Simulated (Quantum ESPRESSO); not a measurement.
# P under changes of volume

One of the cells (20.458 Å³/atom); the others are scaled copies at fixed shape and fractional positions:

```
P
1.0
     1.64774   -5.46504    0.00000
     1.64774    5.46504    0.00000
     0.00000    0.00000    4.54364
P
4
Direct
  0.90414 0.09586 0.58882
  0.09586 0.90414 0.41118
  0.59586 0.40414 0.08882
  0.40414 0.59586 0.91118
```

- Program: Quantum ESPRESSO 7.5
- Functional: r2SCAN
- Potentials or basis: SG15 PBE 1.2
- Cutoff: 599 eV
- Density cutoff: 2395 eV
- k mesh: 7 × 7 × 5
- Occupations: fermi-dirac, width 0.05 eV
- Spin: no spin polarisation

```tsv
volume (Å³/atom)	energy over the lowest point (meV/atom)	pressure (GPa)	gap on the mesh (eV)	largest force (eV/Å)
19.230	32.96	6.7	0.32	0.791
19.639	17.60	4.6	0.34	0.585
20.049	7.32	2.8	0.37	0.396
20.458	1.60	1.1	0.40	0.224
20.867	0.00	-0.4	0.43	0.083
21.276	?	?	?	?
21.685	7.57	-3.0	0.50	0.258
```

Task: What does the run at 21.276 Å³/atom give?

Result: Energy over the lowest point 2.10 meV/atom; pressure -1.8 GPa; gap on the mesh 0.47 eV; largest force 0.126 eV/Å.

Worked out: A Birch-Murnaghan fit of order 3 (a polynomial in V^(-2/3)) to the other rows has its minimum at 20.83 Å³/atom with B0 = V·E''(V) = 75 GPa and B' = 4.3 at fixed shape and positions, which overstates the stiffness. It gives 2.11 meV/atom at 21.276 Å³/atom, against the run's 2.10, and -dE/dV = -1.5 GPa, against -1.8. A parabola through the other rows of the gap, of slope 1.82 eV per unit of ln V (its deformation potential) there, gives 0.46 eV, against the run's 0.47.

Energies are extrapolated to zero smearing.

Caveats: the potentials were made for another functional, which shifts forces and pressure; an odd mesh through Γ misses points on the zone boundary, where band edges often lie.
